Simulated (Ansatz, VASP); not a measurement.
# One calculation of BaTe, two programs

Contents of INCAR:

```
SYSTEM = BaTe
  PREC = Accurate
  ENCUT = 520
  EDIFF = 1E-7
  ISMEAR = -1
  SIGMA = 0.05
  LREAL = .False.
  LASPH = .True.
  NELM = 60
  ALGO = Normal
  ISIF = 2
  LWAVE = .False.
  LCHARG = .False.
  GGA = PE
  NBANDS = 15
```

KPOINTS

```
regular mesh
0
Gamma
  6 6 6
  0 0 0
```

File POSCAR:

```
BaTe
1.0
    4.3185575114      0.0000000000      0.0000000000
    0.0000000000      4.3185575114      0.0000000000
    0.0000000000      0.0000000000      4.3185575114
Ba Te
1 1
Direct
    0.0000000000      0.0000000000      0.0000000000
    0.5000000000      0.5000000000      0.5000000000
```

File input.yaml:

```yaml
crystal:
  lattice:
    - [4.3185575114, 0.0, 0.0]
    - [0.0, 4.3185575114, 0.0]
    - [0.0, 0.0, 4.3185575114]
  atoms:
    - { symbol: Ba, position: [0.0, 0.0, 0.0] }
    - { symbol: Te, position: [0.5, 0.5, 0.5] }
hamiltonian:
  xc: pbe
  pseudopotentials: { kind: paw }
kpoints:
  mp_grid: { grid: [6, 6, 6] }
scf:
  occupations: { method: fermi_dirac, width: 0.05 }
output:
  forces: true
  stress: true
  eigenvalues: true
  write_density: true
  write_potential: true
  elf: true
  volumetric_format: npy
```

Change from the starting cell: volume scaled by 1.04.

Alike in both runs: task single point; functional PBE; k mesh 6 × 6 × 6; occupations fermi-dirac, width 0.05 eV; no spin polarisation.

|  | VASP | Ansatz |
| --- | --- | --- |
| version | VASP 6.6.1 | Ansatz 0.2.0 |
| potentials or method | VASP PAW PBE potentials, release 64 (Ba_sv, Te) | Ansatz PAW |
| plane-wave cutoff (eV) | 520 | 420 |
| valence electrons in the cell | 16 | 26 |

Ansatz gave:

| Quantity | Value |
| --- | --- |
| gap on the k mesh at the Fermi level (eV) | 0.96 |
| least direct gap on the mesh (eV) | 1.10 |
| pressure (GPa) | -1.5 |

Estimate VASP's values.

gap on the k mesh at the Fermi level (eV): 0.87; least direct gap on the mesh (eV): 1.02; pressure (GPa): -1.1.

The two sets of potentials don't hold the same shells in valence.

Caveats: spin-orbit coupling is left out, which moves the levels of the heavy elements. A k mesh can miss the band edges.
